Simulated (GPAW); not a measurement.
Os:

```xyz
2
Lattice="2.7341 0.0000 0.0000 -1.3671 2.3678 0.0000 0.0000 0.0000 4.3197" Properties=species:S:1:pos:R:3 pbc="T T T"
Os    1.3671    0.7893    3.2398
Os    0.0000    1.5785    1.0799
```

| Quantity | Value |
| --- | --- |
| Program | GPAW 26.7.0 |
| Task | relaxation of cell and atoms |
| Functional | BLYP |
| Potentials or basis | PAW data sets generated in the run's folder for this functional |
| Cutoff | 600 eV |
| Basis | pw |
| k mesh | 8 × 8 × 5 |
| Occupations | fermi-dirac, width 0.05 eV |
| Spin | no spin polarisation |

At the start: pressure 20.8 GPa; volume 13.98 Å³/atom.

**Question.** How do energy, volume and symmetry change on relaxing?

**Answer.** Over 6 steps the energy falls by 46.9 meV/atom and the volume is 14.74 Å³/atom (+5.4 %); space group P6_3/mmc (No. 194, to 0.05 Å).

The path:
| step | energy change (eV) | largest force (eV/Å) | pressure (GPa) | volume (Å³) |
| --- | --- | --- | --- | --- |
| 1 | 0.0000 | 0.0000 | 20.82 | 27.96 |
| 2 | -0.0874 | 0.0000 | 4.92 | 29.08 |
| 3 | -0.0937 | 0.0000 | 0.34 | 29.45 |
| 4 | -0.0938 | 0.0000 | -0.03 | 29.48 |
| 5 | -0.0939 | 0.0000 | -0.10 | 29.49 |
| 6 | -0.0939 | 0.0000 | -0.04 | 29.48 |

Final structure:
```
CELL_PARAMETERS angstrom
2.78560 0.00000 0.00000
-1.39280 2.41240 0.00000
0.00000 0.00000 4.38728
ATOMIC_POSITIONS crystal
Os 0.66667 0.33333 0.75000
Os 0.33333 0.66667 0.25000
```

Caveat: later steps reuse the first step's grids.
